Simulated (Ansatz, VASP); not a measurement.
# Pd in VASP and in Ansatz

Contents of INCAR:

```
SYSTEM = Pd
PREC = Accurate
ENCUT = 520
EDIFF = 1E-7
ISMEAR = -1
SIGMA = 0.05
LREAL = .FALSE.
LASPH = .TRUE.
NELM = 60
ALGO = Normal
ISIF = 2
LWAVE = .FALSE.
LCHARG = .FALSE.
GGA = PS
NBANDS = 11
```

File KPOINTS:

```
regular mesh
0
G
  12 12 12
  0 0 0
```

POSCAR

```
Pd
1.0
   -1.5401846266      1.5401846266      1.5401846266
    1.5401846266     -1.5401846266      1.5401846266
    1.5401846266      1.5401846266     -1.5401846266
Pd
1
Direct
    0.0000000000      0.0000000000      0.0000000000
```

input.yaml

```yaml
crystal:
  lattice:
    - [-1.5401846266, 1.5401846266, 1.5401846266]
    - [1.5401846266, -1.5401846266, 1.5401846266]
    - [1.5401846266, 1.5401846266, -1.5401846266]
  atoms:
    - { symbol: Pd, position: [0.0, 0.0, 0.0] }
hamiltonian:
  xc: pbesol
  pseudopotentials: { kind: paw }
kpoints:
  mp_grid: { grid: [12, 12, 12] }
scf:
  occupations: { method: fermi_dirac, width: 0.05 }
output:
  forces: true
  stress: true
  eigenvalues: true
```

Change from the starting cell: volume scaled by 0.94.

Alike in both runs: task single point; functional PBEsol; k mesh 12 × 12 × 12; occupations fermi-dirac, width 0.05 eV; no spin polarisation.

|  | VASP | Ansatz |
| --- | --- | --- |
| version | VASP 6.6.1 | Ansatz 0.2.0 |
| potentials or method | VASP PAW PBE potentials, release 64 (Pd) | Ansatz PAW |
| plane-wave cutoff (eV) | 520 | 420 |
| valence electrons in the cell | 10 | 18 |

```csv
,VASP,Ansatz,Ansatz less VASP
gap on the k mesh at the Fermi level (eV),none,none,-
pressure (GPa),0.2,0.6,+0.38
```

A gap of «none» marks a metal or a gap that the smearing closes. The two sets of potentials don't hold the same shells in valence.

Caveats: the PAW data sets were made with another functional, which shifts forces and pressure a little (VASP); the PAW data sets come from PBE, with cores solved anew for the run's functional, which leaves a small shift of forces and pressure (Ansatz).
